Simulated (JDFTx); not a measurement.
Moving the functional in TiC

```cif
data_structure
_symmetry_space_group_name_H-M 'P 1'
_symmetry_Int_Tables_number 1
_cell_length_a 3.0628
_cell_length_b 3.0628
_cell_length_c 3.0628
_cell_angle_alpha 60.000
_cell_angle_beta 60.000
_cell_angle_gamma 60.000
_cell_volume 20.32
loop_
_atom_site_label
_atom_site_type_symbol
_atom_site_fract_x
_atom_site_fract_y
_atom_site_fract_z
_atom_site_occupancy
Ti1 Ti 0.00000 0.00000 0.00000 1
C1 C 0.50000 0.50000 0.50000 1
```

Kept alike: task single point; k mesh 9 × 9 × 9; occupations fermi-dirac, width 0.05 eV; no spin polarisation. Program: JDFTx, SG15-PBE-1.2 with smoothed tails, cutoff 1361 eV. The mesh is that of the run's cell of 2 atoms. No spin-orbit coupling.

```csv
functional,pressure (GPa)
LDA,-10.28
PBEsol,-5.84
r2SCAN,-0.76
```

Pressure is positive in compression; the values hold the error of the finite cutoff, so their zero can differ a little from the energy's minimum. For a metal such a mesh leaves the last digits unconverged. All rows use potentials made for PBE.

The pressure runs from -10.28 (LDA) to -0.76 GPa (r2SCAN). A positive pressure means that the functional's own cell is larger than the one given, a negative one that it is smaller.

All three functionals place the given TiC cell under tension, so each would contract it, LDA most and r2SCAN least. The order follows the usual weakening of LDA's overbinding. Gradient corrections favour the more inhomogeneous density of separated atoms over that of the compressed solid, and so lengthen bonds. PBEsol keeps this correction mild to suit densely packed solids, while r2SCAN also uses the kinetic-energy density to tell bonding regions apart, and here it comes nearest to balance at this volume.

TiC is very stiff because its Ti 3d–C 2p states form strong, partly covalent bonds, with the bonding states filled and the antibonding ones largely empty. Even the LDA pressure of -10.28 GPa therefore probably corresponds to only a small change in lattice parameter. The near-zero r2SCAN value shows that this functional nearly agrees with the chosen cell, not that it is the most accurate for TiC, since nothing here ties that cell to a measured one.
